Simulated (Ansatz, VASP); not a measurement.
**Two plane-wave programs on As**

```
As
1.0
    -1.65499    1.65499    1.65499
     1.65499   -1.65499    1.65499
     1.65499    1.65499   -1.65499
As
1
Direct
  0.00000 0.00000 0.00000
```

Alike in both runs: task single point; functional PBEsol; k mesh 15 × 15 × 15; occupations fermi-dirac, width 0.1 eV; no spin polarisation.

```csv
,VASP,Ansatz
version,VASP 6.6.1,Ansatz 0.2.0
potentials or method,"VASP PAW PBE potentials, release 64 (As)","plane waves (420 eV) with PAW, scalar-relativistic"
plane-wave cutoff (eV),520,420
valence electrons in the cell,5,15
```

VASP gave:

| Item | Value |
| --- | --- |
| pressure (GPa) | 0.2 |

Question: What did Ansatz give for the same quantities?

Answer: Pressure (GPa): 0.0.

The two sets of potentials don't hold the same shells in valence. Ansatz warned: «pseudo_functional_mismatch».

Caveats: the PAW data sets were made with another functional, which shifts forces and pressure a little (VASP).
